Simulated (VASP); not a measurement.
The system is MgO2.

```xyz
3
Lattice="1.6048 0.9265 3.4940 -1.6048 0.9265 3.4940 0.0000 -1.8530 3.4940" Properties=species:S:1:pos:R:3 pbc="T T T"
Mg    0.0000    0.0000    0.0000
O     0.0000    0.0000    5.9874
O     0.0000    0.0000    4.4945
```

The cell comes from a database or a generator and needn't be the stable form of this composition.

```yaml
Program: VASP 6.6.1
Task: relaxation of cell and atoms
Functional: LDA
Potentials_or_basis: VASP PAW LDA potentials, release 64 (Mg, O)
Cutoff: 600 eV
k_mesh: 8 × 8 × 8
Occupations: gaussian, width 0.02 eV
Spin: no spin polarisation
```

At the start: pressure -11.0 GPa; volume 10.39 Å³/atom.

Q: Where does the relaxation end?

A: Over 10 steps the energy falls by 31.9 meV/atom and the volume is 9.51 Å³/atom (-8.4 %); space group R-3m (No. 166, to 0.05 Å).

Step by step:
| step | energy change (eV) | largest force (eV/Å) | pressure (GPa) | volume (Å³) |
| --- | --- | --- | --- | --- |
| 1 | 0.0000 | 0.2093 | -11.00 | 31.17 |
| 2 | -0.0578 | 1.2710 | 5.08 | 28.06 |
| 3 | -0.0799 | 0.6872 | -1.20 | 29.06 |
| 4 | -0.0579 | 1.2298 | 3.09 | 27.83 |
| 5 | -0.0938 | 0.0913 | 0.07 | 28.59 |
| 6 | -0.0952 | 0.0533 | -0.05 | 28.58 |
| 7 | -0.0957 | 0.0165 | -0.16 | 28.57 |
| 8 | -0.0956 | 0.0504 | 0.13 | 28.53 |
| 9 | -0.0957 | 0.0073 | -0.06 | 28.56 |
| 10 | -0.0957 | 0.0018 | 0.03 | 28.54 |

Final structure:
```
Mg O
1.0
     1.55103    0.89549    3.42445
    -1.55103    0.89549    3.42445
     0.00000   -1.79097    3.42445
Mg O
1 2
Cartesian
  0.0000 0.0000 0.0000
  0.0000 0.0000 5.8663
  0.0000 0.0000 4.4070
```
